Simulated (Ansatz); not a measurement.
# Ti2CF2 MXene bilayer (AA) in a perpendicular field, part 2 of 2

Wanted: the out-of-plane response of the Ti2CF2 MXene bilayer (AA). A positive field points along +c.

Ansatz 0.2.0; plane-wave DFT, PBE-D3(BJ), Ansatz PAW.

So far. Step 9 (Field on, atoms free, field 0.1 V/Å): The dipole is 0.0555 e·Å. Step 10 (Relaxing in the field, field -0.1 V/Å): The dipole is -0.0555 e·Å.

### 11. Response, atoms relaxed (continued)

Local field over the applied field, running mean. From the potentials at -0.1 and 0.1 V/Å; running mean over 2.5 Å. Local field over applied field against z:

| z (Å) | local field over applied field |
| --- | --- |
| 4.5 | 1.000 |
| 5.0 | 1.000 |
| 5.5 | 0.999 |
| 6.0 | 0.996 |
| 6.5 | 0.981 |
| 7.0 | 0.900 |
| 7.5 | 0.774 |
| 8.0 | 0.813 |
| 8.5 | 0.623 |
| 9.0 | 0.362 |
| 9.5 | 0.199 |
| 10.0 | 0.149 |
| 10.5 | -0.0752 |
| 11.0 | -0.0668 |
| 11.5 | -0.00270 |
| 12.0 | 0.0458 |
| 12.5 | 0.0168 |
| 13.0 | -0.0140 |
| 13.5 | -0.0124 |
| 14.0 | 0.00703 |
| 14.5 | 0.0175 |
| 15.0 | 0.00401 |
| 15.5 | 0.0256 |
| 16.0 | -0.00234 |
| 16.5 | -0.0142 |
| 17.0 | -0.00591 |
| 17.5 | 0.0357 |
| 18.0 | 0.0303 |
| 18.5 | -0.0151 |
| 19.0 | -0.120 |
| 19.5 | -0.00321 |
| 20.0 | 0.197 |
| 20.5 | 0.224 |
| 21.0 | 0.438 |
| 21.5 | 0.743 |
| 22.0 | 0.800 |
| 22.5 | 0.777 |
| 23.0 | 0.950 |
| 23.5 | 0.988 |
| 24.0 | 0.997 |
| 24.5 | 0.999 |
| 25.0 | 1.000 |
| 25.5 | 1.000 |

Electrons, planar mean, per unit field. Table of induced electron density by z:

| z (Å) | induced electron density (e/Å³ per V/Å) |
| --- | --- |
| 5.5 | 3.5e-6 |
| 6.0 | 1.3e-5 |
| 6.5 | 5.6e-5 |
| 7.0 | 2.4e-4 |
| 7.5 | 0.00106 |
| 8.0 | 0.00534 |
| 8.5 | 0.0324 |
| 9.0 | 6.0e-4 |
| 9.5 | -0.0385 |
| 10.0 | -0.0223 |
| 10.5 | 0.0182 |
| 11.0 | 0.00802 |
| 11.5 | 0.00136 |
| 12.0 | -0.00401 |
| 12.5 | -8.8e-5 |
| 13.0 | 0.00568 |
| 13.5 | -0.00550 |
| 14.0 | 0.00662 |
| 14.5 | 0.00191 |
| 15.0 | -2.3e-4 |
| 15.5 | -0.00394 |
| 16.0 | -0.00246 |
| 16.5 | 0.00338 |
| 17.0 | -0.00635 |
| 17.5 | 0.00349 |
| 18.0 | 0.00127 |
| 18.5 | -0.00172 |
| 19.0 | -0.0164 |
| 19.5 | -0.00730 |
| 20.0 | 0.0317 |
| 20.5 | 0.0431 |
| 21.0 | -0.0324 |
| 21.5 | -0.0178 |
| 22.0 | -0.00308 |
| 22.5 | -6.5e-4 |
| 23.0 | -1.5e-4 |
| 23.5 | -3.5e-5 |
| 24.0 | -8.5e-6 |
| 24.5 | -1.6e-6 |

The induced dipole is that of a conductor 12.62 Å thick.

### 12. Varying the input

This step: plane-wave DFT, PBE-D3(BJ), Ansatz PAW (Ansatz 0.2.0).

An input spoilt on purpose, to show how the run answers: it repeats the earlier run at 0.1 V/Å with efield.ramp_width from 0.06 to 0.9, and scf.max_iter set to 80.

File input.yaml:

```yaml
crystal:
  lattice:
    - [3.0313353672, 0.0, 0.0]
    - [-1.5156676836, 2.6252134354, 0.0]
    - [0.0, 0.0, 29.8354472165]
  atoms:
    - { symbol: F, position: [0.3333333333, 0.6666666667, 0.3016546035] }
    - { symbol: Ti, position: [0.6666666667, 0.3333333333, 0.343726687] }
    - { symbol: C, position: [0.0, 0.0, 0.3818683052] }
    - { symbol: Ti, position: [0.3333333333, 0.6666666667, 0.4200171948] }
    - { symbol: F, position: [0.6666666667, 0.3333333333, 0.4616931144] }
    - { symbol: F, position: [0.3333333333, 0.6666666667, 0.5383068856] }
    - { symbol: Ti, position: [0.6666666667, 0.3333333333, 0.5799828052] }
    - { symbol: C, position: [0.0, 0.0, 0.6181316948] }
    - { symbol: Ti, position: [0.3333333333, 0.6666666667, 0.656273313] }
    - { symbol: F, position: [0.6666666667, 0.3333333333, 0.6983453965] }
kpoints:
  mp_grid: { grid: [18, 18, 1] }
  band_path:
    path: [[0, 0, 0], [0.5, 0, 0], [0.33333333, 0.33333333, 0], [0, 0, 0]]
    npoints: 16
hamiltonian:
  xc: pbe
  dispersion: d3bj
scf:
  occupations: { method: fermi_dirac, width: 0.05 }
  convergence: { dr2_threshold: 1.0e-10 }
  max_iter: 80
efield:
  axis: 3
  dipole_correction: true
  ramp_position: 0.97
  ramp_width: 0.9
  amplitude: 0.1
output:
  write_potential: true
  write_density: true
  volumetric_format: npy
```

Started as:

```sh
> ansatz run input.yaml --threads 4 --pin off --max-ram 12288MiB --backend cpu --events-out ev --progress --plain --runs-dir out
```

It took 0.25 s on 4 threads of AMD EPYC 9R14 (Zen 4), shared host; peak memory 0.44 GiB; 0.58 s of CPU time.

The program refused the input before any cycle.

The program's message: “Error: efield: ion 0 (F) at fractional coordinate 0.3017 along the field axis lies inside the sawtooth ramp with 2 of the planes that the density is read on at each end, [0.9600, 0.8800] — the ramp mu …”

The fault put into the input: a ramp so wide that it reaches the atoms.

### 13. The same run with other settings

Another changed input: it repeats the earlier run at 0.1 V/Å with kpoints.mp_grid.shift to [0.5, 0.5, 0.0], scf.eigensolver.kind to davidson and accuracy to high; its output block differs too.

input.yaml: that of step 12 with these lines changed.

```diff
@@ -17,3 +17,3 @@
 kpoints:
-  mp_grid: { grid: [18, 18, 1] }
+  mp_grid: { grid: [18, 18, 1], shift: [0.5, 0.5, 0.0] }
   band_path:
@@ -27,3 +27,3 @@
   convergence: { dr2_threshold: 1.0e-10 }
-  max_iter: 80
+  eigensolver: { kind: davidson }
 efield:
@@ -32,3 +32,3 @@
   ramp_position: 0.97
-  ramp_width: 0.9
+  ramp_width: 0.06
   amplitude: 0.1
@@ -38 +38,2 @@
   volumetric_format: npy
+accuracy: high
```

Wall time 36 s (4 threads); peak memory 1.3 GiB.

Read from the output:

```
energy at zero smearing : -13747.3486 eV
dipole along the normal : 0.05317 e·Å
```

Deep bands are left out, so band numbers here count from the lowest band kept and differ from the log's. Electronic bands along the path, in eV, zero at the Fermi level; # counts the bands kept:

| point | #17 | #18 | #19 | #20 | #21 | #22 | #23 | #24 |
| --- | --- | --- | --- | --- | --- | --- | --- | --- |
| Γ | -2.66 | -2.66 | -0.05 | -0.05 | -0.04 | -0.04 | 0.19 | 0.21 |
| halfway | -2.93 | -2.92 | -1.03 | -1.01 | 0.87 | 0.88 | 0.91 | 0.94 |
| M | -2.98 | -2.97 | -1.83 | -1.78 | 1.57 | 1.59 | 1.94 | 1.94 |
| halfway | -3.51 | -3.49 | -0.78 | -0.74 | 1.35 | 1.35 | 1.58 | 1.59 |
| K | -3.50 | -3.50 | 0.41 | 0.42 | 0.99 | 1.00 | 1.04 | 1.04 |
| halfway | -3.36 | -3.36 | -0.29 | -0.27 | -0.12 | -0.10 | 1.47 | 1.49 |
| Γ | -2.66 | -2.66 | -0.05 | -0.05 | -0.04 | -0.04 | 0.19 | 0.21 |

| quantity | this run | earlier run | difference |
| --- | --- | --- | --- |
| dipole along the normal (e·Å) | 0.05317 | 0.05311 | 5.8e-5 |

The dipole moves by under 0.5 % or 5e-5 e·Å.

### 14. What came out

| Item | Value |
| --- | --- |
| gap without field | none |
| work function, upper face | 4.79 eV |
| equivalent conductor thickness, atoms held | 12.1 Å |
| equivalent conductor thickness, atoms relaxed | 12.6 Å |

The induced dipole equals that of a perfect conductor 12.08 Å thick, while the outer atoms lie 11.84 Å apart. Letting the atoms follow the field adds 0.55 Å to the equivalent conductor thickness: the ionic part of the response. There is no gap over 0.03 eV, with or without the field. The first relaxation ran with spin and lost its moment, and the later runs have none; other magnetic states were not tried. The MXene's terminations sit over the metal atoms of its far layer; the site over carbon or nitrogen, which some compounds prefer, was not run.

[Long decimals in the printed logs are rounded to 6 places.]

[Logs are printed without paths, hosts, clocks, repeated set-up lines and the standing remarks that a program may print on its own settings, such as how far it seeks lower states.]

[Hosts, paths, dates, database ids (printed as entryN), source tags and the programs' standing remarks are cut or masked in the printed files.]

[Maps of the electrostatic potential energy from Ansatz leave out the sawtooth potential of an applied field or a dipole correction, so their vacuum need not be flat; planar profiles and work functions include it.]
